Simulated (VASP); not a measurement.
Input of a VASP 6.6.1 run:

The input INCAR:

```
PREC = Accurate
ENCUT = 520
EDIFF = 1E-6
ISMEAR = 0
SIGMA = 0.03
LREAL = F
LASPH = T
NELM = 80
ALGO = Fast
ISIF = 2
LWAVE = F
LCHARG = F
MAGMOM = 0 0 0 0 0 0
LORBIT = 11
LSORBIT = T
GGA_COMPAT = F
GGA = PS
NBANDS = 32
```

File KPOINTS:

```
Automatic mesh
0
Gamma
  6 6 6
```

File POSCAR:

```
ZnSe                                    
1.0
    0.0000000000      2.8206646090      2.8206646090
    2.8206646090      0.0000000000      2.8206646090
    2.8206646090      2.8206646090      0.0000000000
  Zn              Se            
     1     1
Direct
     0.0000000000000000    0.0000000000000000    0.0000000000000000
     0.2500000000000000    0.2500000000000000    0.2500000000000000
```

File KPOINTS_OPT:

```
explicit points
159
Reciprocal
 0.0000000000  0.0000000000  0.0000000000 1
 0.0357142857  0.0000000000  0.0357142857 1
 0.0714285714  0.0000000000  0.0714285714 1
 0.1071428571  0.0000000000  0.1071428571 1
 0.1428571429  0.0000000000  0.1428571429 1
 0.1785714286  0.0000000000  0.1785714286 1
[... 151 lines left out ...]
 0.4250000000  0.0000000000  0.4250000000 1
 0.4500000000  0.0000000000  0.4500000000 1
```

Potentials or basis: VASP PAW PBE potentials, release 64 (Zn, Se).

Command:

```bash
$ cat potpaw_PBE.64/Zn/POTCAR potpaw_PBE.64/Se/POTCAR > POTCAR
$ mpirun -np 1 vasp_ncl > vasp.out
```

Predict the pressure.

0.1 GPa.

Caveat: the PAW data sets were made with another functional, which shifts forces and pressure a little.
